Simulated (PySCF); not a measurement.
## 1-Butene: calculation and literature

Mapped SMILES: `[CH2:1]=[CH:2][CH2:3][CH3:4]`; H(Xn) means a hydrogen on atom n. Ha(C1) is cis to C3; Hb(C1) is trans to C3.

- coordinates at the PBE0-D3(BJ)/def2-SVP level
- shieldings: GIAO KT2/pcSseg-2
- run in PySCF 2.14.0 with density-fitted response routines
- non-relativistic, one conformer, rapidly exchanging positions averaged, in vacuum

Reference values: measured (solution, not stated per compound (mostly CDCl3 or CCl4); Pretsch, Buehlmann, Badertscher, Structure Determination of Organic Compounds, 4th ed. (2009)).
```
atoms  quantity  reference  computed  computed, scaled
   C3     δ ¹³C       27.4      35.2              32.4
   C4     δ ¹³C       13.4      17.3              13.7
H(C3)      δ ¹H       2.00      2.19                 –
H(C4)      δ ¹H       1.00      0.99                 –
```

Computed shifts are σ(ref) − σ with the named reference compound (TMS for H and C) calculated as an isolated molecule at the same level. The measured values may be among those fitted. Empirical linear scaling, fitted to shifts measured mostly in CDCl3 for H and C (δ vs TMS): ¹³C (scatter 2.6 ppm rms, 3.3 ppm with the 1 outlier that the fit left out). A few per cent of atoms miss by over 2 rms, more outside the fitted compound classes.

Task: How far are the unscaled ¹³C shifts from the references?

Result: Mean signed difference +5.85 ppm, mean absolute 5.85 ppm over 2 comparisons; the largest is +7.8 ppm at C3 (allylic sp3 CH2).

Task: How far are the unscaled ¹H shifts from the references?

Result: Mean signed difference +0.09 ppm, mean absolute 0.10 ppm over 2 comparisons; the largest is +0.19 ppm at H(C3) (hydrogen on an allylic sp3 CH2).
